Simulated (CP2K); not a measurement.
The system is MgS (Niningerite).

```
S Mg
1.0
     3.67929    0.00000    0.00000
     1.83964    3.18636    0.00000
     1.83964    1.06212    3.00413
S Mg
1 1
Direct
  0.50000 0.50000 0.50000
  0.00000 0.00000 0.00000
```

Program: CP2K 2026.2. Alike in all runs: task band structure; no spin polarisation; cell as given; k mesh 9 × 9 × 9. Hardware: 1 thread of Arm Neoverse V2, with other jobs on the host.

Task: Order these runs on this cell by their wall time, lowest first.
A. level r2SCAN; potentials or basis POTENTIAL_UZH S GTH-SCAN-q6, Mg GTH-SCAN-q10; TZVP-MOLOPT-SCAN-GTH basis; smearing fermi-dirac 0.1 eV; NGRIDS 5; points a segment of the path (NPOINTS) 10; bands added on the path 4
B. level LDA; potentials or basis GTH_POTENTIALS S GTH-PADE-q6, Mg GTH-PADE-q10; TZVP-MOLOPT-PBE-GTH basis; smearing fermi-dirac 0.05 eV; NGRIDS 5; points a segment of the path (NPOINTS) 6; bands added on the path 2
C. level TB-mBJ; potentials or basis POTENTIAL_UZH S GTH-PBE-q6, Mg GTH-PBE-q10; TZVP-MOLOPT-PBE-GTH basis; smearing fermi-dirac 0.05 eV; NGRIDS 4; points a segment of the path (NPOINTS) 6; bands added on the path 2

Result: B (13 s), A (26 s), C (62 s).

Caveats: this is a model potential without an energy functional, so only levels have meaning (some runs).

Runs at the PBE level aren't shown here.
